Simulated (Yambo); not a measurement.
## PbO2: optical spectrum by the Bethe-Salpeter equation with PBEsol

The system is PbO2.

```
Pb O
1.0
     0.00000    2.70199    2.70199
     2.70199    0.00000    2.70199
     2.70199    2.70199    0.00000
Pb O
1 2
Direct
  0.00000 0.00000 0.00000
  0.75000 0.75000 0.75000
  0.25000 0.25000 0.25000
```

The cell comes from a database or a generator and needn't be the stable form of this composition.

```yaml
Program: Yambo 5.3.0
Task: optical spectrum by the Bethe-Salpeter equation
Functional: PBEsol
Potentials_or_basis: PseudoDojo 0.4.1 SR PBEsol standard
Cutoff: 1143 eV
Density_cutoff: 4572 eV
k_mesh: 4 × 4 × 4
Occupations: fermi-dirac, width 0.05 eV
Spin: no spin polarisation
k_mesh_of_the_self-consistent_run: 10 × 10 × 10
Random_integration_of_the_Coulomb_term: yes
Direction_of_the_field_or_of_q_to_0: x
Broadening: 0.1 eV
Kernel: screened exchange
Terms_kept: resonant and antiresonant, uncoupled
Solver: diagonalisation
Correction_of_the_levels: none
Top_of_the_energy_range: 20 eV
Energy_points: 200
Bands_of_the_transition_space_first_last: "[12, 16]"
Bands_in_the_response: 38
Cutoff_of_the_response_matrix: 5 Ry
Cutoff_of_exchange_and_Vxc: 20 Ry
```

```
Band gap on the k mesh, mean-field level : none (metal or under the smearing width)
```

Dielectric function (along the field direction of the input):
| energy (eV) | real part | imaginary part |
| --- | --- | --- |
| 0.30 | 9.11 | 0.28 |
| 0.80 | 12.27 | 1.45 |
| 1.31 | 2.33 | 38.11 |
| 1.81 | -1.52 | 1.85 |
| 2.31 | -2.13 | 7.23 |
| 2.81 | -1.24 | 0.57 |
| 3.32 | 0.36 | 0.20 |
| 3.82 | 1.14 | 0.13 |
| 4.32 | 1.75 | 0.12 |
| 4.82 | 2.45 | 0.18 |
| 5.33 | 3.97 | 0.64 |
| 5.83 | 0.99 | 3.32 |
| 6.33 | 0.51 | 0.67 |
| 6.83 | 3.34 | 0.93 |
| 7.34 | -4.02 | 4.29 |
| 7.84 | -0.11 | 0.60 |
| 8.34 | -0.69 | 1.30 |
| 8.84 | 0.85 | 0.65 |
| 9.35 | 0.87 | 1.04 |
| 9.85 | -1.12 | 2.33 |
| 10.35 | -0.39 | 0.34 |
| 10.85 | -0.52 | 0.17 |
| 11.36 | -0.08 | 0.05 |
| 11.86 | 0.13 | 0.03 |
| 12.36 | 0.26 | 0.02 |
| 12.86 | 0.36 | 0.02 |
| 13.37 | 0.44 | 0.01 |
| 13.87 | 0.50 | 0.01 |
| 14.37 | 0.55 | 0.01 |
| 14.87 | 0.59 | 0.01 |
| 15.38 | 0.63 | 0.01 |
| 15.88 | 0.66 | 0.01 |
| 16.38 | 0.68 | 0.00 |
| 16.88 | 0.71 | 0.00 |
| 17.39 | 0.73 | 0.00 |
| 17.89 | 0.75 | 0.00 |
| 18.39 | 0.76 | 0.00 |
| 18.89 | 0.78 | 0.00 |
| 19.40 | 0.79 | 0.00 |
| 20.00 | 0.81 | 0.00 |

Run time: 100 s on 1 thread of Arm Neoverse V2 (shared host).

Caveat: the k mesh is coarse (spacing up to 0.50 Å⁻¹), so the values aren't converged; the intraband (Drude) term of the metal is left out; the ground state has no gap, which makes the many-body step unreliable; the transitions start from uncorrected Kohn-Sham levels, so peaks lie too low; exciton energies and binding change strongly with the k mesh and aren't converged on this one; spectra need much finer meshes, so this one isn't converged. The run has no spin-orbit coupling, so splittings on Pb are missing.
